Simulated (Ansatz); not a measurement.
CdS (Hawleyite) under changes of volume

One of the cells (24.808 Å³/atom); the others are scaled copies at fixed shape and fractional positions:

```xyz
2
Lattice="0.0000 2.9165 2.9165 2.9165 0.0000 2.9165 2.9165 2.9165 0.0000" Properties=species:S:1:pos:R:3 pbc="T T T"
Cd    0.0000    0.0000    0.0000
S     4.3748    4.3748    4.3748
```

```yaml
Program: Ansatz 0.2.0
Functional: PBE
Potentials_or_basis: Ansatz PAW
Cutoff: "420 eV (not typed: the program's choice for these potentials)"
k_mesh: 8 × 8 × 8
Occupations: fermi-dirac, width 0.05 eV
Spin: no spin polarisation
```

```csv
volume (Å³/atom),energy over the lowest point (meV/atom),pressure (GPa),gap on the mesh (eV)
23.319,57.05,7.5,1.27
23.815,36.45,5.8,1.23
24.312,20.94,4.2,1.19
24.808,?,?,?
25.304,3.16,1.6,1.10
25.800,0.00,0.5,1.06
26.296,0.15,-0.5,1.02
```

Problem. What does the run at 24.808 Å³/atom give?

Solution. Energy over the lowest point 10.00 meV/atom; pressure 2.8 GPa; gap on the mesh 1.15 eV.

Worked out: A Birch-Murnaghan fit of order 3 (a polynomial in V^(-2/3)) to the other rows has its minimum at 26.02 Å³/atom with B0 = V·E''(V) = 53 GPa and B' = 4.6. It gives 10.00 meV/atom at 24.808 Å³/atom, against the run's 10.00, and -dE/dV = 2.8 GPa, against 2.8. A straight line through the other rows of the gap, of slope -2.1 eV per unit of ln V (its deformation potential), gives 1.14 eV, against the run's 1.15.

Energies are extrapolated to zero smearing.

Spin-orbit coupling on Cd is left out.
